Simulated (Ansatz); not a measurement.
Input for Ansatz (plane-wave DFT), CaSe:

```yaml
crystal:
  lattice:
    - [0.0, 2.9702381052, 2.9702381052]
    - [2.9702381052, 0.0, 2.9702381052]
    - [2.9702381052, 2.9702381052, 0.0]
  atoms:
    - { symbol: Ca, position: [0.0, 0.0, 0.0] }
    - { symbol: Se, position: [0.5, 0.5, 0.5] }
basis: {}
kpoints:
  mp_grid: { grid: [4, 4, 4] }
hamiltonian:
  xc: pbe
scf:
  occupations: { method: gaussian, width: 0.1 }
  n_extra_bands: 20
output:
  forces: true
  stress: true
  eigenvalues: true
```

Command:

```bash
ansatz run input.yaml --threads 1 --pin off --max-ram 1331MiB --backend cpu --events-out ev --progress --plain --runs-dir out
```

From the log (HF is the Harris–Foulkes energy, dr2 the density residual in eV):

```text
scf.n_extra_bands = 20 over 13 filled bands (N_el = 26.0): the run solves 33 bands
Pseudopotential: Ca, paw, valence charge 10, recommended cutoff 420 eV (normal)
Pseudopotential: Se, paw, valence charge 16, recommended cutoff 420 eV (normal)
Crystal: 2 atoms, lattice volume = 52.409 Å³
Basis set: ecut = 420 eV, 965 PW (Γ), exchange–correlation on 60×60×60 points (8 copies of the dense FFT grid, shifted against one another)
Bands: 33, of which v1, the nominal top of the filled ones, is band 13 counted from 1 (12 counted from 0)
Symmetry: 48 space group operations
Space group: Fm-3m (ITA 225), of the structure as read, at distance tolerance 3.7e-5 Å
k-points: 8 of 64
Initial density: superposition of atomic densities, corrected by the library's trained network
SCF iter   1: HF=-7289.986678 eV  Δρ=3.28e-4  dr2=4.27e-5
SCF iter   2: HF=-7289.986743 eV  Δρ=3.19e-4  dr2=8.90e-5
SCF iter   3: HF=-7289.986729 eV  Δρ=1.68e-4  dr2=1.92e-5
SCF iter   4: HF=-7289.986743 eV  Δρ=7.15e-5  dr2=5.17e-6
SCF iter   5: HF=-7289.986742 eV  Δρ=3.41e-5  dr2=1.27e-6
SCF iter   6: HF=-7289.986742 eV  Δρ=1.18e-5  dr2=1.61e-7
SCF iter   7: F=-7289.986741 eV  HF=-7289.986741 eV  Δρ=4.40e-6  dr2=2.31e-8
SCF 1 converged in 7 iterations: F = -7289.986741 eV  dr2 = 2.31e-8
SCF converged after 7 iterations
Free energy (F): -7289.986741 eV
E sigma→0 (E₀):  -7289.986741 eV
Fermi energy:    7.968631 eV
--- Forces (eV/Å), atoms counted from 1 ---
  atom   1  Ca    -0.00000000     0.00000000     0.00000000
  atom   2  Se     0.00000000    -0.00000000    -0.00000000
--- Stress (GPa, compression-positive) ---
        0.548787       0.000000       0.000000
       -0.000000       0.548787      -0.000000
        0.000000       0.000000       0.548787
  P = ⅓ Tr σ = 0.5488 GPa (5.488 kbar)
```

Settings here are deliberately varied, not converged.